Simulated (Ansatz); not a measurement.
Ru, 2 atoms in the cell. It takes space group P6_3/mmc (No. 194, hexagonal). Conventional cell: a = 2.706 Å, b = 2.706 Å, c = 4.282 Å, α = 90.00°, β = 90.00°, γ = 120.00°. Around Ru (site symmetry -6m2) lie 12 Ru at 2.65 to 2.71 Å. 

```yaml
Program: Ansatz 0.2.0
Task: single point
Functional: PBE
Potentials_or_basis: all-electron LAPW, scalar-relativistic
Cutoff: 281 eV (chosen from the basis error)
Basis_error_allowed: 0.001 eV/atom
k_mesh: 11 × 11 × 6
Occupations: gaussian, width 0.017 eV
Spin: no spin polarisation
```

Potentials or basis: all-electron LAPW, scalar-relativistic.

The run is started by

```console
$ ansatz run input.yaml --threads 1 --pin off --max-ram 3072MiB --backend cpu --events-out ev --progress --plain --runs-dir out
```

Hardware: 1 thread of Intel(R) Xeon(R) Platinum 8259CL CPU @ 2.50GHz (Skylake/Cascade Lake), with other jobs on the host.

Estimate the wall time of this run.

It took 23 s on 1 thread of Intel(R) Xeon(R) Platinum 8259CL CPU @ 2.50GHz (Skylake/Cascade Lake), with other jobs on the host, peak memory 0.41 GiB. Counts: scf iterations 7, plane waves 299, k points 64, bands 32.
